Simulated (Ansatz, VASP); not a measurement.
# One calculation of S, two programs

Contents of INCAR:

```
ALGO     = Normal         # electronic algorithm
EDIFF    = 1E-7           # SCF threshold, eV
ENCUT    = 520            # plane-wave cutoff, eV
GGA      = PE             # functional
ISIF     = 2              # what is computed and relaxed
ISMEAR   = -1             # smearing method
LASPH    = True           # aspherical terms in the spheres
LCHARG   = False          # write CHGCAR
LREAL    = False          # projectors in reciprocal space
LWAVE    = False          # write WAVECAR
NBANDS   = 20             # bands
NELM     = 60             # most SCF steps
PREC     = Accurate       # precision mode
SIGMA    = 0.05           # smearing width, eV
```

The input KPOINTS:

```
k-points
0
Gamma
  5 5 9
```

Contents of POSCAR:

```
S
1.0
    5.6780537900      0.0000000000      0.0000000000
    0.0000000000      5.6780537900      0.0000000000
    0.0000000000      0.0000000000      2.9496155800
S
4
Direct
    0.6166086200      0.3833913800      0.0000000000
    0.3833913800      0.6166086200      0.0000000000
    0.1166086200      0.1166086200      0.5000000000
    0.8833913800      0.8833913800      0.5000000000
```

File input.yaml:

```yaml
crystal:
  lattice:
    - [5.67805379, 0.0, 0.0]
    - [0.0, 5.67805379, 0.0]
    - [0.0, 0.0, 2.94961558]
  atoms:
    - { symbol: S, position: [0.61660862, 0.38339138, 0.0] }
    - { symbol: S, position: [0.38339138, 0.61660862, 0.0] }
    - { symbol: S, position: [0.11660862, 0.11660862, 0.5] }
    - { symbol: S, position: [0.88339138, 0.88339138, 0.5] }
hamiltonian:
  xc: pbe
  pseudopotentials: { kind: paw }
kpoints:
  mp_grid: { grid: [5, 5, 9] }
scf:
  occupations: { method: fermi_dirac, width: 0.05 }
output:
  forces: true
  stress: true
  eigenvalues: true
```

This isn't the form of S at room conditions, which is orthorhombic, of S8 rings.

Alike in both runs: task single point; functional PBE; k mesh 5 × 5 × 9; occupations fermi-dirac, width 0.05 eV; no spin polarisation.

|  | VASP | Ansatz |
| --- | --- | --- |
| version | VASP 6.6.1 | Ansatz 0.2.0 |
| potentials or method | VASP PAW PBE potentials, release 64 (S) | Ansatz PAW |
| plane-wave cutoff (eV) | 520 | 420 |
| valence electrons in the cell | 24 | 24 |

|  | VASP | Ansatz | Ansatz less VASP |
| --- | --- | --- | --- |
| gap on the k mesh at the Fermi level (eV) | none | none | - |
| pressure (GPa) | 2.0 | 2.6 | +0.64 |
| largest component of the traceless stress (GPa) | 1.28 | 1.84 | +0.559 |
| rms of the force components (eV/Å) | 0.334 | 0.494 | +0.1596 |

Atom by atom the forces differ by 0.160 eV/Å (rms over components). A gap of «none» marks a metal or a gap that the smearing closes.
